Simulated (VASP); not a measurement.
Input of a VASP 6.6.1 run:

Contents of INCAR:

```
SYSTEM = As
PREC = Accurate
ENCUT = 600
EDIFF = 1E-6
ISMEAR = 0
SIGMA = 0.03
LREAL = .False.
LASPH = .True.
NELM = 120
ALGO = Normal
ISIF = 3
LWAVE = .False.
LCHARG = .False.
METAGGA = R2SCAN
LMIXTAU = .True.
LUSE_VDW = .True.
IVDW_NL = 2
BPARAM = 11.95
CPARAM = 0.0093
IBRION = 2
NSW = 60
EDIFFG = -0.005
LATTICE_CONSTRAINTS = .TRUE. .TRUE. .FALSE.
KPAR = 4
```

File KPOINTS:

```
Automatic mesh
0
Gamma
  12 12 1
  0 0 0
```

The input POSCAR:

```
As
1.0
    3.6000000000      0.0000000000      0.0000000000
   -1.8000000000      3.1176914500      0.0000000000
    0.0000000000      0.0000000000     17.4000000000
As
2
Direct
    0.3333330000      0.6666670000      0.4597701100
    0.6666670000      0.3333330000      0.5402298900
```

Potentials or basis: VASP PAW PBE potentials, release 64 (As).

Run with:

```console
$ cat potpaw_PBE.64/As/POTCAR > POTCAR
$ mpirun -np 4 vasp_std > vasp.out
```

Q: What does it give for the relaxed volume?

A: 95.66 Å³/atom.

Q: What does it give for the band gap on the k mesh?

A: 1.92 eV, indirect (least direct gap 2.46 eV).

Q: Predict the space group after relaxing (to 0.05 Å).

A: P-3m1 (No. 164).

Q: What does it give for the relaxed cell?

A: a = 3.563 Å, b = 3.563 Å, c = 17.400 Å, α = 90.00°, β = 90.00°, γ = 120.00°.

Forces in eV/Å, atoms in the order of the input:
```
As   0.000  0.000 -0.004
As   0.000  0.000  0.004
```

Caveat: the PAW data sets were made with another functional, which shifts forces and pressure a little. r2SCAN opens gaps a little over a GGA but as a rule still falls short of measured ones.
